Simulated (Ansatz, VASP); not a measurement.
**Two plane-wave programs on Ta**

```
Ta
1.0
    -1.65351    1.65351    1.65351
     1.65351   -1.65351    1.65351
     1.65351    1.65351   -1.65351
Ta
1
Cartesian
  0.0000 0.0000 0.0000
```

Alike in both runs: functional r2SCAN; k mesh 16 × 16 × 16; occupations fermi-dirac, width 0.08 eV; no spin polarisation.

Ansatz relaxed the structure, and its values are those at the end. VASP's run is a single point on that final structure, the one shown.

|  | VASP | Ansatz |
| --- | --- | --- |
| version | VASP 6.6.1 | Ansatz 0.2.0 |
| potentials or method | VASP PAW PBE potentials, release 64 (Ta_pv) | PAW with Ansatz's default frozen-core files, scalar-relativistic |
| plane-wave cutoff (eV) | 520 | 500 |
| valence electrons in the cell | 11 | 13 |

```tsv
	VASP	Ansatz	Ansatz less VASP
pressure (GPa)	0.6	0.0	-0.64
```

The two sets of potentials don't hold the same shells in valence.

Caveats: the PAW data sets were made with another functional, which shifts forces and pressure a little (VASP). The runs have no spin-orbit coupling, so splittings on Ta are missing.
